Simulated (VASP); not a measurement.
# GaAs (F-43m) in VASP: further runs

The runs below take GaAs through single point, with PBE.

Everything below comes from runs of VASP 6.6.1. Logs are shortened: lines on timing, memory, paths and dates and some standing lists are left out, and cuts for length are marked.

**1. The undisturbed crystal**

Symmetry: F-43m, No. 216, cubic system. Conventional cell: a = 5.745 Å, b = 5.745 Å, c = 5.745 Å, α = 90.00°, β = 90.00°, γ = 90.00°. Ga (site symmetry -43m) is surrounded by 4 As at 2.49 Å. Around As (site symmetry -43m) lie 4 Ga at 2.49 Å.

**2. Single point, PBE (Ga replaced by B, lengths x 0.905, strained and moved within the space group)**

File INCAR:

```
  PREC = Accurate
  ENCUT = 520
  EDIFF = 1E-6
  ISMEAR = 0
  SIGMA = 0.1
  LREAL = F
  LASPH = T
  NELM = 60
  ALGO = Normal
  ISIF = 2
  LWAVE = F
  LCHARG = F
  GGA = PE
  NBANDS = 11
```

File KPOINTS:

```
Automatic mesh
0
Gamma
  6 6 6
```

File POSCAR:

```
BAs
1.0
    0.0000000000      2.5333587383      2.5333587383
    2.5333587383      0.0000000000      2.5333587383
    2.5333587383      2.5333587383      0.0000000000
B As
1 1
Direct
    0.0000000000      0.0000000000      0.0000000000
    0.7500000000      0.7500000000      0.7500000000
```

Potentials or basis: VASP PAW PBE potentials, release 64 (B, As).

The run is started by

```bash
cat potpaw_PBE.64/B/POTCAR potpaw_PBE.64/As/POTCAR > POTCAR
mpirun -np 1 vasp_std > vasp.out
```

OUTCAR:

```text
PREC = Accurate
   ENCUT = 520
   EDIFF = 1E-6
   ISMEAR = 0
   LREAL = F
   LASPH = T
   NELM = 60
   ISIF = 2
   GGA = PE

 ion  position               nearest neighbor table
   1  0.000  0.000  0.000-   2 2.19   2 2.19   2 2.19   2 2.19
   2  0.750  0.750  0.750-   1 2.19   1 2.19   1 2.19   1 2.19

  LATTYP: Found a face centered cubic cell.
 ALAT       =     5.0667174766

  Lattice vectors:

 A1 = (   0.0000000000,   2.5333587383,   2.5333587383)
 A2 = (   2.5333587383,   0.0000000000,   2.5333587383)
 A3 = (   2.5333587383,   2.5333587383,   0.0000000000)

Analysis of symmetry for initial positions (statically):
=====================================================================
 Subroutine PRICEL returns:
 Original cell was already a primitive cell.

 Routine SETGRP: Setting up the symmetry group for a
 face centered cubic supercell.

 Subroutine GETGRP returns: Found 24 space group operations
 (whereof 24 operations were pure point group operations)
 out of a pool of 48 trial point group operations.

The static configuration has the point symmetry T_d .

Analysis of symmetry for dynamics (positions and initial velocities):
=====================================================================
 Subroutine PRICEL returns:
 Original cell was already a primitive cell.

 Routine SETGRP: Setting up the symmetry group for a
 face centered cubic supercell.

 Subroutine GETGRP returns: Found 24 space group operations
 (whereof 24 operations were pure point group operations)
 out of a pool of 48 trial point group operations.

The dynamic configuration has the point symmetry T_d .

 Subroutine INISYM returns: Found 24 space group operations
 (whereof 24 operations are pure point group operations),
 and found     1 'primitive' translations

----------------------------------------------------------------------------------------

                                     Primitive cell

  volume of cell :      32.5177

  direct lattice vectors                    reciprocal lattice vectors
     0.000000000  2.533358738  2.533358738    -0.197366442  0.197366442  0.197366442
     2.533358738  0.000000000  2.533358738     0.197366442 -0.197366442  0.197366442
     2.533358738  2.533358738  0.000000000     0.197366442  0.197366442 -0.197366442

  length of vectors
     3.582710286  3.582710286  3.582710286     0.341848705  0.341848705  0.341848705

  position of ions in fractional coordinates (direct lattice)
     0.000000000  0.000000000  0.000000000
     0.750000000  0.750000000  0.750000000

  ion indices of the primitive-cell ions
   primitive index   ion index
[... 76 lines left out ...]
   NELECT =       8.0000    total number of electrons
   NUPDOWN=      -1.0000    fix difference up-down
   EMIN   =  10.00;   EMAX   =-10.00  energy-range for DOS
   EFERMI =   0.00;   METHOD = LEGACY
   ISMEAR =     0;   SIGMA  =   0.10  broadening in eV -4-tet -1-fermi 0-gaus
   EFERMI_NEDOS =   21; number of points for ismear=-14 and -15
   IALGO  =     38    algorithm
   IMIX   =      4    mixing-type and parameters
     AMIX     =   0.40;   BMIX     =  1.00
     AMIX_MAG =   1.60;   BMIX_MAG =  1.00
  volume/ion in A,a.u.               =      16.26       109.72
  Fermi-wavevector in a.u.,A,eV,Ry     =   1.025805  1.938490 14.317082  1.052276
  Thomas-Fermi vector in A             =   2.159665
   LORBIT       =      0    0 simple, 1 ext, 2 COOP (PROOUT), +10 PAW based schemes
   GGA     = PE    functional components
   LHFCALC =     F    Hartree Fock is set to
   AEXX    =    0.0000 exact exchange contribution
   IVDW    =     0    specifies the selected vdW correction
   LEPSILON=     F    determine dielectric tensor
   LRPA    =     F    only Hartree local field effects (RPA)
 non-spin polarized calculation
 Gauss-broadening in eV      SIGMA  =   0.10
  energy-cutoff  :      520.00
  volume of cell :       32.52
 maximum number of plane-waves:       899
 NGX is ok and might be reduce to    28
   NGX = 13   NGY = 13   NGZ = 13

 number of electron       7.9999999 magnetization

 Free energy of the ion-electron system (eV)
  ---------------------------------------------------
  ext. energy  EPLUGINS =         0.00000000
  ---------------------------------------------------
  free energy    TOTEN  =       -11.15830996 eV

  energy without entropy =      -11.15830996  energy(sigma->0) =      -11.15830996

 E-fermi :   4.7843     XC(G=0):  -9.8307

 val. band max:        4.3233490648   @ k =   0.0000   0.0000   0.0000
 cond. band min:       5.7291885579   @ k =   0.3333   0.3333   0.0000
 fundamental gap:      1.4058394931
 Fermi energy:         4.7843163657

 k-point     1 :       0.0000    0.0000    0.0000
  band No.  band energies     occupation
      1      -9.5925      2.00000
      2       4.3233      2.00000
      3       4.3233      2.00000
      4       4.3233      2.00000
      5       6.9009      0.00000
      6       7.3942      0.00000
      7       7.3942      0.00000
      8       7.3942      0.00000
      9      13.1258      0.00000
     10      16.5929      0.00000
     11      16.5929      0.00000
[... 197 lines left out ...]
 k-point    16 :      -0.3333    0.5000    0.1667
  band No.  band energies     occupation
      1      -6.2110      2.00000
      2      -3.0671      2.00000
      3       0.0877      2.00000
      4       0.2696      2.00000
      5       7.9705      0.00000
      6       7.9798      0.00000
      7      11.8834      0.00000
      8      12.1781      0.00000
      9      15.2755      0.00000
     10      17.9248      0.00000
     11      18.9503      0.00000

------------------------ aborting loop because EDIFF is reached ----------------------------------------

  FORCE on cell =-STRESS in cart. coord.  units (eV):
  Direction    XX          YY          ZZ          XY          YZ          ZX
  --------------------------------------------------------------------------------------
  -------------------------------------------------------------------------------------
  Total       -2.9538641     -2.9538641     -2.9538641     -0.0000000     -0.0000000      0.0000000
  in kB     -145.5395477   -145.5395477   -145.5395477     -0.0000000     -0.0000000      0.0000000
  external PRESSURE =    -145.5395477 kB  Pullay stress =       0.0000000 kB

 VOLUME and BASIS-vectors are now :
 -----------------------------------------------------------------------------
  energy-cutoff  :      520.00
  volume of cell :       32.52
      direct lattice vectors                 reciprocal lattice vectors
     0.000000000  2.533358738  2.533358738    -0.197366442  0.197366442  0.197366442
     2.533358738  0.000000000  2.533358738     0.197366442 -0.197366442  0.197366442
     2.533358738  2.533358738  0.000000000     0.197366442  0.197366442 -0.197366442

 POSITION                                       TOTAL-FORCE (eV/Angst)
 -----------------------------------------------------------------------------------
      0.00000      0.00000      0.00000         0.000000      0.000000      0.000000
      3.80004      3.80004      3.80004        -0.000000     -0.000000     -0.000000
 -----------------------------------------------------------------------------------
    total drift:                               -0.000000     -0.000000     -0.000000

  FREE ENERGIE OF THE ION-ELECTRON SYSTEM (eV)
  ---------------------------------------------------
  free  energy   TOTEN  =       -11.1583099645 eV

  energy  without entropy=      -11.1583099645  energy(sigma->0) =      -11.15830996
```

stdout:

```text
POSCAR found type information on POSCAR B As
 POSCAR found :  2 types and       2 ions
 scaLAPACK will be used
 LDA part: xc-table for (Slater+PW92), standard interpolation
 POSCAR, INCAR and KPOINTS ok, starting setup
 FFT: planning ... GRIDC
 FFT: planning ... GRID_SOFT
 FFT: planning ... GRID
 WAVECAR not read
 entering main loop
```

Run time: 3.9 s. Hardware: 1 thread of Intel Xeon 6975P-C (Granite Rapids), shared host; peak memory 0.15 GiB.

What came out:

```
Free energy            : -11.1583 eV
Pressure               : -14.6 GPa
Band gap on the k mesh : 1.41 eV, indirect (least direct gap 2.58 eV)
```

A k mesh can miss the band edges.

**3. Single point, PBE (strained and moved within a subgroup)**

File INCAR:

```
SYSTEM = GaAs
PREC = Accurate ; ENCUT = 520
EDIFF = 1E-6 ; ISMEAR = 0
SIGMA = 0.05 ; LREAL = .FALSE.
LASPH = .TRUE. ; NELM = 100
ALGO = Fast ; ISIF = 2
LWAVE = .FALSE. ; LCHARG = .TRUE.
GGA = PE ; LELF = .TRUE.
LVHAR = .TRUE. ; NBANDS = 16
```

File KPOINTS:

```
Automatic mesh
0
G
  12 12 12
  0 0 0
```

File POSCAR:

```
GaAs
1.0
    0.0000000000      2.8377333725      2.8801361225
    2.8801361225      0.0000000000      2.8801361225
    2.8801361225      2.8377333725      0.0000000000
Ga As
1 1
Direct
    0.0000000000      0.0000000000      0.0000000000
    0.7500000000      0.7500000000      0.7500000000
```

Potentials or basis: VASP PAW PBE potentials, release 64 (Ga_d, As).

The run is started by

```bash
cat potpaw_PBE.64/Ga_d/POTCAR potpaw_PBE.64/As/POTCAR > POTCAR
mpirun -np 1 vasp_std > vasp.out
```

It took 52 s on 1 thread of Intel Xeon 6975P-C (Granite Rapids), shared host; peak memory 0.25 GiB.

It converged, with:

| Quantity | Value |
| --- | --- |
| Free energy | -8.2742 eV |
| Pressure | 0.7 GPa |
| Band gap on the k mesh | 0.16 eV, direct |

Stress tensor (GPa, compression positive):
```
0.45 0.00 0.00
0.00 1.28 0.00
0.00 0.00 0.45
```

Levels at points of the mesh, in eV from the valence-band top:
| k point | band 7 | band 8 | band 9 | band 10 | band 11 | band 12 |
| --- | --- | --- | --- | --- | --- | --- |
| (0.00, 0.00, 0.00) | -0.08 | -0.08 | 0.00 | 0.16 | 3.64 | 3.68 |
| (0.50, 0.00, 0.00) | -6.47 | -1.19 | -1.08 | 0.83 | 4.52 | 4.62 |
| (0.50, 0.50, 0.00) | -6.71 | -2.56 | -2.55 | 1.52 | 1.66 | 9.73 |
| (0.50, 0.00, 0.50) | -6.63 | -2.65 | -2.65 | 1.43 | 1.53 | 9.79 |
